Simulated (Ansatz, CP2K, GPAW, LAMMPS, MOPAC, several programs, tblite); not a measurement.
# SiC from cheap methods to r2SCAN

How much accuracy does each second buy? SiC is computed with 14 methods, from the cheapest up to r2SCAN.

Program: LAMMPS, MOPAC, CP2K, tblite, Ansatz, GPAW (versions at each run). Level of theory: no spin polarisation, static lattice; gaps from single points on the cell relaxed beforehand with r²SCAN. These are calculated values, not measurements.

7 further runs of the same task are left out: 7 set aside as unsound or not needed.

## (1) The starting structure

Symmetry: P6_3mc, No. 186, hexagonal system. The conventional cell has a = 3.078 Å, b = 3.078 Å, c = 10.077 Å, α = 90.00°, β = 90.00°, γ = 120.00°. Si (site symmetry 3m) is surrounded by 4 C at 1.89 Å. Si (site symmetry 3m) has 4 C at 1.88 to 1.89 Å as nearest neighbours. C (site symmetry 3m) is surrounded by 4 Si at 1.88 to 1.89 Å. C (site symmetry 3m) has 4 Si at 1.89 Å as nearest neighbours.

Coordinates:

```cif
data_structure
_symmetry_space_group_name_H-M 'P6_3mc'
_symmetry_Int_Tables_number 186
_cell_length_a 3.0776
_cell_length_b 3.0776
_cell_length_c 10.0767
_cell_angle_alpha 90.000
_cell_angle_beta 90.000
_cell_angle_gamma 120.000
_cell_volume 82.65
loop_
_atom_site_label
_atom_site_type_symbol
_atom_site_symmetry_multiplicity
_atom_site_Wyckoff_symbol
_atom_site_fract_x
_atom_site_fract_y
_atom_site_fract_z
_atom_site_occupancy
Si1 Si 2 b 0.66667 0.33333 0.93784 1
Si2 Si 2 a 0.00000 0.00000 0.68789 1
C1 C 2 b 0.66667 0.33333 0.74980 1
C2 C 2 a 0.00000 0.00000 0.50047 1
```

The structure type (database structure) is imposed and need not be the compound's stable one.

**Question.** The methods are SiC.vashishta, SiCGe.tersoff, SiC_Erhart-Albe.tersoff, PM6, PM7, DFTB, GFN1-xTB (tblite), GFN2-xTB (tblite), PBE/DZVP, PBE/SZV, coarse PBE, GLLB-SC, PBE, r2SCAN. What gap does r2SCAN give on this cell, and which other methods (full PBE left aside) come nearest to r2SCAN and farthest in gap, volume and bulk modulus?

| quantity | value |
| --- | --- |
| r2SCAN | gap 2.60 eV, 10.33 Å³/atom, B₀ 228 GPa |
| gap: nearest and farthest of the other methods | GFN2-xTB (tblite) (+0.10 eV), PM7 (+5.07 eV) |
| volume: nearest and farthest of the other methods | SiC.vashishta, SiC_Erhart-Albe.tersoff (about 0.4 % off); GFN1-xTB (tblite) (+9.4 %) |
| bulk modulus: nearest and farthest of the other methods | SiC.vashishta, SiC_Erhart-Albe.tersoff, GFN2-xTB (tblite) (about 3 % off); PM7 (+52 %) |

**Reading.** For the gap, of the 8 methods compared (full PBE left aside), GFN2-xTB (tblite) comes nearest to r2SCAN and PM7 is farthest. For the volume (full PBE left aside), SiC.vashishta, SiC_Erhart-Albe.tersoff tie for nearest to r2SCAN; GFN1-xTB (tblite) is farthest. For the bulk modulus (full PBE left aside), SiC.vashishta, SiC_Erhart-Albe.tersoff, GFN2-xTB (tblite) tie for nearest to r2SCAN; PM7 is farthest. Classical potentials are fitted to lattice constants of common crystals, so a close volume there is built in, not predicted. A minimal basis or a coarse cutoff and mesh shifts results by its own error, so closeness to r2SCAN can be chance. Cluster runs see only the k-points that fold onto the zone centre, so their gaps can miss the band edges. GLLB-SC is compared with its derivative discontinuity added. PM6 ended in an unphysical state and is left out of the comparison. No volume is given for DFTB, coarse PBE, which can hide a larger miss. CPU times run from 0.12 s (SiC.vashishta) to 68 s (PM6). On this cell PM6, PBE/DZVP cost more than r2SCAN itself (30 s), so they are no saving here. A cluster method computes far more atoms than the primitive cell, so on a small crystal it can cost more than plane waves. r2SCAN is a yardstick, not the truth: it usually gives gaps below the measured ones.
